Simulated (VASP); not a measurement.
# SnO2 (Cassiterite) (P4_2/mnm) in VASP: further runs

One crystal, SnO2 (Cassiterite), is run at these levels: PBE; tasks: single point, relaxation of cell and atoms.

All numbers are computed with VASP 6.6.1; they aren't measurements. Logs are shortened: lines on timing, memory, paths and dates and some standing lists are left out, and cuts for length are marked.

## (1) The structure

It takes space group P4_2/mnm (No. 136, tetragonal). Conventional cell: a = 4.827 Å, b = 4.827 Å, c = 3.238 Å, α = 90.00°, β = 90.00°, γ = 90.00°. Around Sn (site symmetry mmm) lie 6 O at 2.09 Å. O (site symmetry m2m) has 3 Sn at 2.09 Å as nearest neighbours.

## (2) Single point, PBE

INCAR

```
SYSTEM = SnO2
  PREC = Accurate
  ENCUT = 520
  EDIFF = 1E-6
  ISMEAR = 0
  SIGMA = 0.02
  LREAL = .FALSE.
  LASPH = .TRUE.
  NELM = 100
  ALGO = Normal
  ISIF = 2
  LWAVE = .FALSE.
  LCHARG = .FALSE.
  GGA = PE
  NBANDS = 35
```

KPOINTS

```
Automatic mesh
0
G
  6 6 8
  0 0 0
```

POSCAR

```
SnO2
1.0
    4.8274195352      0.0000000000      0.0000000000
    0.0000000000      4.8274195352      0.0000000000
    0.0000000000      0.0000000000      3.2380692396
Sn O
2 4
Direct
    0.0000000000      0.0000000000      0.0000000000
    0.5000000000      0.5000000000      0.5000000000
    0.3065442698      0.3065442698      0.0000000000
    0.1934557302      0.8065442698      0.5000000000
    0.6934557302      0.6934557302      0.0000000000
    0.8065442698      0.1934557302      0.5000000000
```

Potentials or basis: VASP PAW PBE potentials, release 64 (Sn_d, O).

Command:

```
$ cat potpaw_PBE.64/Sn_d/POTCAR potpaw_PBE.64/O/POTCAR > POTCAR
$ mpirun -np 1 vasp_std > vasp.out
```

OUTCAR:

```text
SYSTEM = SnO2
   PREC = Accurate
   ENCUT = 520
   EDIFF = 1E-6
   ISMEAR = 0
   LREAL = .FALSE.
   LASPH = .TRUE.
   NELM = 100
   ISIF = 2
   GGA = PE

 ion  position               nearest neighbor table
   1  0.000  0.000  0.000-   4 2.09   6 2.09   4 2.09   6 2.09   5 2.09   3 2.09
   2  0.500  0.500  0.500-   3 2.09   5 2.09   3 2.09   5 2.09   4 2.09   6 2.09
   3  0.307  0.307  0.000-   2 2.09   2 2.09   1 2.09
   4  0.193  0.807  0.500-   1 2.09   1 2.09   2 2.09
   5  0.693  0.693  0.000-   2 2.09   2 2.09   1 2.09
   6  0.807  0.193  0.500-   1 2.09   1 2.09   2 2.09

  LATTYP: Found a simple tetragonal cell.
 ALAT       =     4.8274195352
 C/A-ratio  =     0.6707660720

  Lattice vectors:

 A1 = (   4.8274195352,   0.0000000000,   0.0000000000)
 A2 = (   0.0000000000,   4.8274195352,   0.0000000000)
 A3 = (   0.0000000000,   0.0000000000,   3.2380692396)

Analysis of symmetry for initial positions (statically):
=====================================================================
 Subroutine PRICEL returns:
 Original cell was already a primitive cell.

 Routine SETGRP: Setting up the symmetry group for a
 simple tetragonal supercell.

 Subroutine GETGRP returns: Found 16 space group operations
 (whereof  8 operations were pure point group operations)
 out of a pool of 16 trial point group operations.

The static configuration has the point symmetry D_2h.
 The point group associated with its full space group is D_4h.

Analysis of symmetry for dynamics (positions and initial velocities):
=====================================================================
 Subroutine PRICEL returns:
 Original cell was already a primitive cell.

 Routine SETGRP: Setting up the symmetry group for a
 simple tetragonal supercell.

 Subroutine GETGRP returns: Found 16 space group operations
 (whereof  8 operations were pure point group operations)
 out of a pool of 16 trial point group operations.

The dynamic configuration has the point symmetry D_2h.
 The point group associated with its full space group is D_4h.

 Subroutine INISYM returns: Found 16 space group operations
 (whereof  8 operations are pure point group operations),
 and found     1 'primitive' translations

----------------------------------------------------------------------------------------

                                     Primitive cell

  volume of cell :      75.4599

  direct lattice vectors                    reciprocal lattice vectors
     4.827419535  0.000000000  0.000000000     0.207150009  0.000000000  0.000000000
     0.000000000  4.827419535  0.000000000     0.000000000  0.207150009  0.000000000
     0.000000000  0.000000000  3.238069240     0.000000000  0.000000000  0.308826009

  length of vectors
     4.827419535  4.827419535  3.238069240     0.207150009  0.207150009  0.308826009

  position of ions in fractional coordinates (direct lattice)
     0.000000000  0.000000000  0.000000000
     0.500000000  0.500000000  0.500000000
     0.306544270  0.306544270  0.000000000
     0.193455730  0.806544270  0.500000000
     0.693455730  0.693455730  0.000000000
     0.806544270  0.193455730  0.500000000

  ion indices of the primitive-cell ions
   primitive index   ion index
                 1           1
                 2           2
                 3           3
                 4           4
                 5           5
                 6           6

----------------------------------------------------------------------------------------

 KPOINTS: Automatic mesh

Automatic generation of k-mesh.
 Grid dimensions read from file:
 generate k-points for:    6    6    8

 Generating k-lattice:

  Cartesian coordinates                     Fractional coordinates (reciprocal lattice)
     0.034525001  0.000000000  0.000000000     0.166666667  0.000000000  0.000000000
     0.000000000  0.034525001  0.000000000     0.000000000  0.166666667  0.000000000
     0.000000000  0.000000000  0.038603251     0.000000000  0.000000000  0.125000000

  Length of vectors
     0.034525001  0.034525001  0.038603251

  Shift w.r.t. Gamma in fractional coordinates (k-lattice)
     0.000000000  0.000000000  0.000000000

 Subroutine IBZKPT returns following result:
 ===========================================

 Found     50 irreducible k-points:

 Following reciprocal coordinates:
            Coordinates               Weight
  0.000000  0.000000  0.000000      1.000000
  0.166667  0.000000  0.000000      4.000000
  0.333333  0.000000  0.000000      4.000000
  0.500000  0.000000  0.000000      2.000000
  0.166667  0.166667  0.000000      4.000000
  0.333333  0.166667  0.000000      8.000000
[... 16 lines left out ...]
  0.333333  0.000000  0.250000      8.000000
  0.500000  0.000000  0.250000      4.000000
 [... further k-points ...]
   k-points           NKPTS =     50   k-points in BZ     NKDIM =     50   number of bands    NBANDS=     35
   number of dos      NEDOS =    301   number of ions     NIONS =      6
   total plane-waves  NPLWV =  31104
   dimension x,y,z NGX =    36 NGY =   36 NGZ =   24
   dimension x,y,z NGXF=    72 NGYF=   72 NGZF=   48
   ions per type =               2   4
   NGX,Y,Z   is equivalent  to a cutoff of  12.40, 12.40, 12.32 a.u.
   NGXF,Y,Z  is equivalent  to a cutoff of  24.80, 24.80, 24.64 a.u.
 SYSTEM =  SnO2
   PREC   = accura    normal or accurate (medium, high low for compatibility)
   ISTART =      0    job   : 0-new  1-cont  2-samecut
   ICHARG =      2    charge: 1-file 2-atom 10-const
   ISPIN  =      1    spin polarized calculation?
   LNONCOLLINEAR =      F non collinear calculations
   LSORBIT =      F    spin-orbit coupling
   LASPH  =      T    aspherical Exc in radial PAW
   ENCUT  =  520.0 eV  38.22 Ry    6.18 a.u.   8.98  8.98  6.02*2*pi/ulx,y,z
   NELM   =    100;   NELMIN=  2; NELMDL= -5     # of ELM steps
   EDIFF  = 0.1E-05   stopping-criterion for ELM
   LREAL  =      F    real-space projection
   EDIFFG = 0.1E-04   stopping-criterion for IOM
   NSW    =      0    number of steps for IOM
   IBRION =     -1    ionic relax: 0-MD 1-quasi-New 2-CG
   NFREE  =      0    steps in history (QN), initial steepest desc. (CG)
   ISIF   =      2    stress and relaxation
   ISYM   =      2    0-nonsym 1-usesym 2-fastsym
   POTIM  = 0.5000    time-step for ionic-motion
   TEBEG  =    0.0;   TEEND  =   0.0 temperature during run
   PSTRESS=    0.0 pullay stress
   NELECT =      52.0000    total number of electrons
   NUPDOWN=      -1.0000    fix difference up-down
   EMIN   =  10.00;   EMAX   =-10.00  energy-range for DOS
   EFERMI =   0.00;   METHOD = LEGACY
   ISMEAR =     0;   SIGMA  =   0.02  broadening in eV -4-tet -1-fermi 0-gaus
   EFERMI_NEDOS =   21; number of points for ismear=-14 and -15
   IALGO  =     38    algorithm
   IMIX   =      4    mixing-type and parameters
     AMIX     =   0.40;   BMIX     =  1.00
     AMIX_MAG =   1.60;   BMIX_MAG =  1.00
  volume/ion in A,a.u.               =      12.58        84.87
  Fermi-wavevector in a.u.,A,eV,Ry     =   1.446007  2.732558 28.448934  2.090938
  Thomas-Fermi vector in A             =   2.564125
   LORBIT       =      0    0 simple, 1 ext, 2 COOP (PROOUT), +10 PAW based schemes
   GGA     = PE    functional components
   LHFCALC =     F    Hartree Fock is set to
   AEXX    =    0.0000 exact exchange contribution
   IVDW    =     0    specifies the selected vdW correction
   LEPSILON=     F    determine dielectric tensor
   LRPA    =     F    only Hartree local field effects (RPA)
 non-spin polarized calculation
 Gauss-broadening in eV      SIGMA  =   0.02
  energy-cutoff  :      520.00
  volume of cell :       75.46
 maximum number of plane-waves:      2068
 NGX is ok and might be reduce to    36
   NGX = 17   NGY = 17   NGZ = 13

 number of electron      52.0000002 magnetization

 Free energy of the ion-electron system (eV)
  ---------------------------------------------------
  ext. energy  EPLUGINS =         0.00000000
  ---------------------------------------------------
  free energy    TOTEN  =       -37.31099174 eV

  energy without entropy =      -37.31099174  energy(sigma->0) =      -37.31099174

 E-fermi :   5.6689     XC(G=0): -10.9761

 val. band max:        5.5317274141   @ k =   0.0000   0.0000   0.0000
 cond. band min:       6.2002600716   @ k =   0.0000   0.0000   0.0000
 fundamental gap:      0.6685326575
 Fermi energy:         5.6688565931

 k-point     1 :       0.0000    0.0000    0.0000
  band No.  band energies     occupation
      1     -15.5041      2.00000
      2     -14.8395      2.00000
      3     -14.6466      2.00000
      4     -14.6192      2.00000
      5     -14.6192      2.00000
      6     -14.5537      2.00000
[... 27 lines left out ...]
     34      17.0155      0.00000
     35      17.7850      0.00000

 k-point     2 :       0.1667    0.0000    0.0000
  band No.  band energies     occupation
      1     -15.4667      2.00000
      2     -14.8814      2.00000
      3     -14.6458      2.00000
      4     -14.6178      2.00000
      5     -14.6177      2.00000
      6     -14.5822      2.00000
[... 27 lines left out ...]
     34      17.1163      0.00000
     35      17.7899      0.00000

 k-point     3 :       0.3333    0.0000    0.0000
  band No.  band energies     occupation
      1     -15.3587      2.00000
      2     -15.0147      2.00000
      3     -14.6431      2.00000
      4     -14.6201      2.00000
      5     -14.6147      2.00000
      6     -14.6146      2.00000
[... 27 lines left out ...]
     34      17.4763      0.00000
     35      17.7703      0.00000

 k-point     4 :       0.5000    0.0000    0.0000
  band No.  band energies     occupation
      1     -15.1957      2.00000
      2     -15.1957      2.00000
      3     -14.6367      2.00000
      4     -14.6367      2.00000
      5     -14.6131      2.00000
      6     -14.6131      2.00000
[... 27 lines left out ...]
     34      17.6053      0.00000
     35      17.7269      0.00000

 k-point     5 :       0.1667    0.1667    0.0000
  band No.  band energies     occupation
      1     -15.4371      2.00000
      2     -14.9275      2.00000
      3     -14.6443      2.00000
      4     -14.6197      2.00000
      5     -14.6144      2.00000
      6     -14.5982      2.00000
[... 638 lines left out ...]
 k-point    22 :       0.1667    0.0000    0.2500
  band No.  band energies     occupation
      1     -15.2728      2.00000
      2     -15.0452      2.00000
      3     -14.9534      2.00000
      4     -14.6552      2.00000
      5     -14.5569      2.00000
      6     -14.5501      2.00000
[... 27 lines left out ...]
     34      17.1690      0.00000
     35      17.5948      0.00000

 k-point    23 :       0.3333    0.0000    0.2500
  band No.  band energies     occupation
      1     -15.2635      2.00000
      2     -15.1415      2.00000
      3     -14.8604      2.00000
      4     -14.6785      2.00000
      5     -14.5536      2.00000
      6     -14.5469      2.00000
[... 27 lines left out ...]
     34      17.4092      0.00000
     35      17.7416      0.00000

 k-point    24 :       0.5000    0.0000    0.2500
  band No.  band energies     occupation
      1     -15.2207      2.00000
      2     -15.2207      2.00000
      3     -14.7558      2.00000
      4     -14.7558      2.00000
      5     -14.5493      2.00000
      6     -14.5493      2.00000
[... 27 lines left out ...]
     34      17.5168      0.00000
     35      17.8015      0.00000

 [... further k-points ...]

------------------------ aborting loop because EDIFF is reached ----------------------------------------

  FORCE on cell =-STRESS in cart. coord.  units (eV):
  Direction    XX          YY          ZZ          XY          YZ          ZX
  --------------------------------------------------------------------------------------
  -------------------------------------------------------------------------------------
  Total        0.2414116      0.2414116      0.3781339     -0.0000000      0.0000000      0.0000000
  in kB        5.1256924      5.1256924      8.0286026     -0.0000000      0.0000000      0.0000000
  external PRESSURE =       6.0933291 kB  Pullay stress =       0.0000000 kB

 VOLUME and BASIS-vectors are now :
 -----------------------------------------------------------------------------
  energy-cutoff  :      520.00
  volume of cell :       75.46
      direct lattice vectors                 reciprocal lattice vectors
     4.827419535  0.000000000  0.000000000     0.207150009  0.000000000  0.000000000
     0.000000000  4.827419535  0.000000000     0.000000000  0.207150009  0.000000000
     0.000000000  0.000000000  3.238069240     0.000000000  0.000000000  0.308826009

 POSITION                                       TOTAL-FORCE (eV/Angst)
 -----------------------------------------------------------------------------------
      0.00000      0.00000      0.00000         0.000000     -0.000000      0.000000
      2.41371      2.41371      1.61903         0.000000     -0.000000      0.000000
      1.47982      1.47982      0.00000        -0.008509     -0.008509     -0.000000
      0.93389      3.89353      1.61903         0.008509     -0.008509      0.000000
      3.34760      3.34760      0.00000         0.008509      0.008509      0.000000
      3.89353      0.93389      1.61903        -0.008509      0.008509      0.000000
 -----------------------------------------------------------------------------------
    total drift:                                0.000000      0.000000      0.000000

  FREE ENERGIE OF THE ION-ELECTRON SYSTEM (eV)
  ---------------------------------------------------
  free  energy   TOTEN  =       -37.3109917401 eV

  energy  without entropy=      -37.3109917401  energy(sigma->0) =      -37.31099174
```

It took 98 s on 1 thread of Intel Xeon Platinum 8259CL at 2.50GHz (Skylake/Cascade Lake), shared host; peak memory 0.24 GiB.

Results:

```yaml
Free_energy: -37.3110 eV
Pressure: 0.6 GPa
Largest_force: 0.012 eV/Å
Band_gap_on_the_k_mesh: 0.67 eV, direct
```

Forces on the atoms (eV/Å):
```
Sn   0.000  0.000  0.000
Sn   0.000  0.000  0.000
O   -0.009 -0.009  0.000
O    0.009 -0.009  0.000
O    0.009  0.009  0.000
O   -0.009  0.009  0.000
```

Caveat: spin-orbit coupling is left out, which moves the levels of the heavy elements. Expect the measured gap to be larger: semilocal functionals such as PBE lack the derivative discontinuity.

[end of part 1 of 2]
